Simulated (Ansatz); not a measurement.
Li (Fm-3m) under several functionals

Plane-wave DFT in Ansatz with scalar-relativistic PAW potentials. The same structure was relaxed (cell and atoms, symmetry kept) in separate runs at each level. No spin polarisation.

```csv
level,cutoff (eV),k mesh,V (Å³/atom),a (Å),B0 (GPa)
LDA,420,16×16×16,18.881,4.227,–
PBEsol,420,16×16×16,20.130,4.318,14
PBE,420,16×16×16,20.151,4.320,14
r2SCAN,500,16×16×16,20.955,4.376,13
```

Question: Where does PBE+D3(BJ) (420 eV, k mesh 18×18×18) fall?

Answer: V (Å³/atom) 18.219, a (Å) 4.177, B0 (GPa) 16. Its volume is the smallest of the set. The usual order of volumes, LDA < PBEsol < PBE, holds here (18.881, 20.130, 20.151 Å³/atom). As a rule LDA overbinds; PBEsol, built on the gradient expansion of slowly varying densities, lies between LDA and PBE; PBE's stronger gradient term for exchange weakens bonds. Adding D3 to PBE changes the volume by -9.6 %; the term is attractive, so it pulls cells in. In metals the pairwise form ignores screening by the conduction electrons and often pulls in too far. r2SCAN lies 4.0 % over PBE in volume. B0 goes from 15.7 to 13.0 GPa as the volume grows by 15.0 %; on one curve with B' = 3.3 the volume alone, B ∝ V^(−B'), would give 9.9 GPa, and the rest of the difference is the functional's own stiffness.

This fcc form isn't the element's structure at ambient conditions.